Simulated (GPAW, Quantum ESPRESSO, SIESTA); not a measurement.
**One calculation of YN, 3 ways**

```
Y N
1.0
     0.00000    2.43850    2.43850
     2.43850    0.00000    2.43850
     2.43850    2.43850    0.00000
Y N
1 1
Direct
  0.00000 0.00000 0.00000
  0.50000 0.50000 0.50000
```

Alike in all runs: task single point; functional PBE; k mesh 9 × 9 × 9; occupations fermi-dirac, width 0.05 eV; no spin polarisation; no spin-orbit coupling. Pressure is positive in compression and, in plane waves, holds the error of the finite cutoff.

| program and potentials | plane-wave cutoff (eV) | notes | pressure (GPa) |
| --- | --- | --- | --- |
| SIESTA, files PseudoDojo sr-pbe-0.4.1-standard, DZP (energy shift 0.003 Ry; two zetas on semicore shells) | - | atomic basis | 4.58 |
| GPAW, GPAW PAW data sets (gpaw-data 1.2.1) | 800 | - | 1.73 |
| Quantum ESPRESSO, SSSP 1.3 efficiency PBE | 816 | - | ? |

Problem. Estimate from the other rows what the run with Quantum ESPRESSO, SSSP 1.3 efficiency PBE gave.

Solution. Pressure 2.64 GPa. The other rows, which needn't bracket it: pressure 1.73 to 4.58.
